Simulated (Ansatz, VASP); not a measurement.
## Two plane-wave programs on GaN

Contents of POSCAR:

```
GaN
1.0
    0.0000000000      2.0602302361      2.0602302361
    2.0602302361      0.0000000000      2.0602302361
    2.0602302361      2.0602302361      0.0000000000
Ga N
1 1
Direct
    0.0000000000      0.0000000000      0.0000000000
    0.5000000000      0.5000000000      0.5000000000
```

Contents of INCAR.step1:

```
PREC = Accurate
ENCUT = 520
ISMEAR = 0
SIGMA = 0.01
LREAL = False
LASPH = True
NELM = 80
NBANDS = 16
GGA = PE
ALGO = Normal
EDIFF = 1E-4
LWAVE = True
LCHARG = False
```

Contents of INCAR.step2:

```
PREC = Accurate
ENCUT = 520
EDIFF = 1E-6
ISMEAR = 0
SIGMA = 0.01
LREAL = False
LASPH = True
NELM = 80
ALGO = Normal
ISIF = 2
LWAVE = False
LCHARG = True
METAGGA = R2SCAN
LMIXTAU = True
LELF = True
LVHAR = True
NBANDS = 16
ISTART = 1
```

Contents of KPOINTS:

```
Automatic mesh
0
Gamma
  10 10 10
```

Input for Ansatz:

```yaml
crystal:
  lattice:
    - [0.0, 2.0602302361, 2.0602302361]
    - [2.0602302361, 0.0, 2.0602302361]
    - [2.0602302361, 2.0602302361, 0.0]
  atoms:
    - { symbol: Ga, position: [0.0, 0.0, 0.0] }
    - { symbol: "N", position: [0.5, 0.5, 0.5] }
kpoints:
  mp_grid: { grid: [10, 10, 10] }
  band_path:
    path:
      - [0.0, 0.0, 0.0]
      - [0.5, 0.0, 0.5]
      - [0.625, 0.25, 0.625]
      - [0.375, 0.375, 0.75]
      - [0.5, 0.5, 0.5]
      - [0.5, 0.25, 0.75]
      - [0.0, 0.177083, -0.179687]
      - [0.0, 0.5, 0.5]
    npoints: 1
hamiltonian:
  xc: r2scan
scf:
  occupations: { method: fixed }
  n_extra_bands: 4
output:
  forces: true
  stress: true
  eigenvalues: true
```

Change from the starting cell: hydrostatic strain -2.3%.

Alike in both runs: task single point; functional r2SCAN; k mesh 10 × 10 × 10; no spin polarisation.

|  | VASP | Ansatz |
| --- | --- | --- |
| version | VASP 6.6.1 | Ansatz 0.2.0 |
| potentials or method | VASP PAW PBE potentials, release 64 (Ga_d, N) | plane waves, PAW |
| plane-wave cutoff (eV) | 520 | 500 |
| occupations | gaussian, width 0.01 eV | fixed |
| valence electrons in the cell | 18 | 18 |

VASP gave:

| Property | Result |
| --- | --- |
| gap on the k mesh at the Fermi level (eV) | 1.66 |
| pressure (GPa) | 21.5 |

Task: Estimate Ansatz's values.

Result: gap on the k mesh at the Fermi level (eV): 1.69; pressure (GPa): 19.8.

Caveats: so large a pressure means that the cell lies far from this level's equilibrium, or that cutoff or potentials fall short (VASP); the potentials were made for another functional, which shifts forces and pressure (VASP). A k mesh can miss the band edges.
